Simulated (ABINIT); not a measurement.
# As (Pm-3m) in ABINIT: convergence with pawecutdg

Aim: find how far pawecutdg must go before the results for As settle, at r2SCAN. This setting moves, with any that are tied to it; all else stays.

Program: ABINIT 10.8.3 (patched build). These are calculated values, not measurements. Logs are shortened: lines on timing, memory, paths and dates and some standing lists are left out, and cuts for length are marked. The log counts tension as positive stress, the text compression.

## Step 1: The crystal as given

Symmetry: Pm-3m, No. 221, cubic system. Conventional cell: a = 2.704 Å, b = 2.704 Å, c = 2.704 Å, α = 90.00°, β = 90.00°, γ = 90.00°. Around As (site symmetry m-3m) lie 6 As at 2.70 Å.

This isn't the form of As at room conditions, which is rhombohedral.

## Step 2: With pawecutdg 18.5

Input file run.abi:

```
pp_dirpath "./"
pseudos "As.GGA_PBE-JTH_sp.xml"

acell 3*1.0 Angstrom
rprim
     2.7036817444     0.0000000000     0.0000000000
     0.0000000000     2.7036817444     0.0000000000
     0.0000000000     0.0000000000     2.7036817444
ntypat 1
znucl 33
natom 1
typat 1
xred
     0.5000000000     0.5000000000     0.5000000000

ecut 18.0
pawecutdg 18.5

kptopt 1
ngkpt 10 10 10
nshiftk 1
shiftk 0.0 0.0 0.0

ixc -497498
usekden 1
pawxcdev 0

nband 7
occopt 7
tsmear 0.00367493

nstep 100
tolvrs 1.0e-7

iomode 3
prtwf 0
prtden 0
prteig 0
prtebands 0
enunit 1
```

Potentials or basis: JTH PAW PBE v2.0 sp.

Launch:

```sh
$ abinit run.abi > log 2>&1
```

run.abo:

```text
.Version 10.8.3 of ABINIT
 Symmetries : space group Pm -3 m (#221); Bravais cP (primitive cubic)
================================================================================
 Values of the parameters that define the memory need of the present run
     intxc =       0    ionmov =       0      iscf =      17    lmnmax =       8
     lnmax =       4     mgfft =      20  mpssoang =       2    mqgrid =    3001
     natom =       1  nloc_mem =       2    nspden =       1   nspinor =       1
    nsppol =       1      nsym =      48    n1xccc =       1    ntypat =       1
    occopt =       7   xclevel =       2
       mpw =         500          nfft =        8000          nkpt =          56
 PAW method is used; the additional fine FFT grid is defined by:
   mgfftf=        20    nfftf =      8000
================================================================================
================================================================================

--------------------------------------------------------------------------------
------------- Echo of variables that govern the present computation ------------
--------------------------------------------------------------------------------
 -outvars: echo values of preprocessed input variables --------
            acell      1.8897261259E+00  1.8897261259E+00  1.8897261259E+00 Bohr
              amu      7.49215900E+01
             ecut      1.80000000E+01 Hartree
           enunit           1
                       outvar_i_n : Printing only first  50 k-points.
              ixc     -497498
                       outvar_i_n : Printing only first  50 k-points.
         kptrlatt       10    0    0      0   10    0      0    0   10
          kptrlen      5.10921803E+01
            natom           1
            nband           7
            ngfft          20      20      20
          ngfftdg          20      20      20
             nkpt          56
            nstep         100
             nsym          48
           ntypat           1
                       prtocc : prtvol=0, do not print more k-points.
           occopt           7
        pawecutdg      1.85000000E+01 Hartree
         pawxcdev           0
           prtden           0
[... 158 lines left out ...]
hartree             :  2.46223069541218E-01
xc                  : -6.10630070043125E+00
Ewald energy        : -6.94161382337704E+00
psp_core            :  1.37731380008475E+00
local_psp           : -8.61356528448660E-01
PAW spherical_terms :  1.32966395310633E+01
internal            :  3.23843287883854E+00
'-kT*entropy'       : -5.51882003794960E-05
total_energy        :  3.23837769063816E+00
total_energy_eV     :  8.81207461503228E+01
...

--- !EnergyTermsDC
iteration_state     : {dtset: 1, }
comment             : '"Double-counting" decomposition of free energy'
band_energy         : -1.05822043702075E+00
Ewald energy        : -6.94161382337704E+00
psp_core            :  1.37731380008475E+00
xc_dc               : -3.54626526424471E+00
PAW spherical_terms :  1.34070288165211E+01
internal            :  3.23824309196336E+00
'-kT*entropy'       : -5.51882003794960E-05
total_energy_dc     :  3.23818790376298E+00
total_energy_dc_eV  :  8.81155817863581E+01
...

--- !EnergyTermsWithPAWCore
iteration_state     : {dtset: 1, }
comment             : 'Components of total free energy, including PAW core contributions'
Total energy        : -2.26128802592171E+03
Total energy DC     : -2.26128821570858E+03
Total energy (eV)   : -6.15327818867675E+04
Total energy DC (eV): -6.15327870511314E+04
...

 Cartesian components of stress tensor (hartree/bohr^3)
  sigma(1 1)= -1.41116526E-04  sigma(3 2)=  0.00000000E+00
  sigma(2 2)= -1.41116526E-04  sigma(3 1)=  0.00000000E+00
  sigma(3 3)= -1.41116526E-04  sigma(2 1)=  0.00000000E+00

-Cartesian components of stress tensor (GPa)         [Pressure=  4.1518E+00 GPa]
- sigma(1 1)= -4.15179152E+00  sigma(3 2)=  0.00000000E+00
- sigma(2 2)= -4.15179152E+00  sigma(3 1)=  0.00000000E+00
- sigma(3 3)= -4.15179152E+00  sigma(2 1)=  0.00000000E+00

== END DATASET(S) ==============================================================
================================================================================

 -outvars: echo values of variables after computation  --------
            acell      1.8897261259E+00  1.8897261259E+00  1.8897261259E+00 Bohr
           etotal      3.2381879038E+00
            fcart     -0.0000000000E+00 -0.0000000000E+00 -0.0000000000E+00
            rprim      2.7036817444E+00  0.0000000000E+00  0.0000000000E+00
                       0.0000000000E+00  2.7036817444E+00  0.0000000000E+00
                       0.0000000000E+00  0.0000000000E+00  2.7036817444E+00
           strten     -1.4111652557E-04 -1.4111652557E-04 -1.4111652557E-04
                       0.0000000000E+00  0.0000000000E+00  0.0000000000E+00
           xangst      1.3518408722E+00  1.3518408722E+00  1.3518408722E+00
             xred      5.0000000000E-01  5.0000000000E-01  5.0000000000E-01
 Calculation completed.
```

It took 8.7 s on 1 thread of Arm Neoverse V2, shared host; peak memory 0.07 GiB.

What came out:

```
Free energy                                           : 88.1156 eV
Pressure                                              : 4.2 GPa
Band gap on the k mesh                                : none (metal or under the smearing width)
Valence electrons inside the program's atomic spheres : As 2.60 (radii [1.1133] Å)
```

## Step 3: With pawecutdg 21.6

Changes to run.abi since step 2:

```diff
@@ -16,3 +16,3 @@
 ecut 18.0
-pawecutdg 18.5
+pawecutdg 21.6
```

Potentials or basis: JTH PAW PBE v2.0 sp.

Launch:

```sh
$ abinit run.abi > log 2>&1
```

Wall time 8.7 s (1 thread of Arm Neoverse V2, shared host); peak memory 0.08 GiB.

The run converged. Its results:

- Free energy: 88.2167 eV
- Pressure: 0.5 GPa
- Band gap on the k mesh: none (metal or under the smearing width)
- Valence electrons inside the program's atomic spheres: As 2.57 (radii [1.1133] Å)

## Step 4: With pawecutdg 27

Changes to run.abi since step 3:

```diff
@@ -16,3 +16,3 @@
 ecut 18.0
-pawecutdg 21.6
+pawecutdg 27.0
```

Launch:

```sh
$ abinit run.abi > log 2>&1
```

Wall time 8.8 s (1 thread of Arm Neoverse V2, shared host); peak memory 0.07 GiB.

Results (log left out):

```
Free energy                                           : 88.2098 eV
Pressure                                              : 1.3 GPa
Band gap on the k mesh                                : none (metal or under the smearing width)
Valence electrons inside the program's atomic spheres : As 2.57 (radii [1.1133] Å)
```

## Step 5: With pawecutdg 32.4

Changes to run.abi since step 4:

```diff
@@ -16,3 +16,3 @@
 ecut 18.0
-pawecutdg 27.0
+pawecutdg 32.4
```

Launch:

```sh
$ abinit run.abi > log 2>&1
```

It took 8.8 s on 1 thread of Arm Neoverse V2, shared host; peak memory 0.08 GiB.

It converged, with:

```yaml
Free_energy: 88.2345 eV
Pressure: -0.5 GPa
Band_gap_on_the_k_mesh: none (metal or under the smearing width)
Valence_electrons_inside_the_program's_atomic_spheres: As 2.60 (radii [1.1133] Å)
```

## Step 6: With pawecutdg 39.6

Changes to run.abi since step 5:

```diff
@@ -16,3 +16,3 @@
 ecut 18.0
-pawecutdg 32.4
+pawecutdg 39.6
```

Potentials or basis: JTH PAW PBE v2.0 sp.

Launch:

```sh
$ abinit run.abi > log 2>&1
```

Run time: 8.8 s. Hardware: 1 thread of Arm Neoverse V2, shared host; peak memory 0.08 GiB.

Results (log left out):

- Free energy: 88.2368 eV
- Pressure: -0.1 GPa
- Band gap on the k mesh: none (metal or under the smearing width)
- Valence electrons inside the program's atomic spheres: As 2.60 (radii [1.1133] Å)

## Step 7: With pawecutdg 48.6

Changes to run.abi since step 6:

```diff
@@ -16,3 +16,3 @@
 ecut 18.0
-pawecutdg 39.6
+pawecutdg 48.6
```

Launch:

```sh
$ abinit run.abi > log 2>&1
```

Wall time 9 s (1 thread of Arm Neoverse V2, shared host); peak memory 0.08 GiB.

It converged, with:

```
Free energy                                           : 88.2376 eV
Pressure                                              : -0.4 GPa
Band gap on the k mesh                                : none (metal or under the smearing width)
Valence electrons inside the program's atomic spheres : As 2.60 (radii [1.1133] Å)
```

## Step 8: With pawecutdg 59.4

Changes to run.abi since step 7:

```diff
@@ -16,3 +16,3 @@
 ecut 18.0
-pawecutdg 48.6
+pawecutdg 59.4
```

Launch:

```sh
$ abinit run.abi > log 2>&1
```

Wall time 9 s (1 thread of Arm Neoverse V2, shared host); peak memory 0.08 GiB.

It converged, with:

```yaml
Free_energy: 88.2387 eV
Pressure: -0.5 GPa
Band_gap_on_the_k_mesh: none (metal or under the smearing width)
Valence_electrons_inside_the_program's_atomic_spheres: As 2.60 (radii [1.1133] Å)
```

## Step 9: The series at a glance

```
pawecutdg  energy less the tightest run, at zero smearing (meV/atom)  pressure (GPa)  SCF cycles  CPU time (s)  peak memory (GiB)
     18.5                                                    -123.09            4.15           6           8.6               0.07
     21.6                                                     -22.07            0.49           6           8.6               0.08
       27                                                     -28.92            1.27           6           8.7               0.07
     32.4                                                      -4.27           -0.54           6           8.7               0.08
     39.6                                                      -1.89           -0.08           6           8.7               0.08
     48.6                                                      -1.10           -0.36           6             9               0.08
     59.4                                                       0.00           -0.45           6             9               0.08
```

Against the tightest run, the pressure stays within 0.1 GPa from 48.6 on. Not settled before the last step: the energy (to 1 meV/atom). The tightest run that finished is the yardstick and may itself not be fully converged.

Caveats: totals of a meta-GGA on PAW files have another zero than those of a GGA; the PAW data sets were made with another functional, which shifts forces and pressure a little; this set keeps more shells in the core, which shifts pressures and gaps.
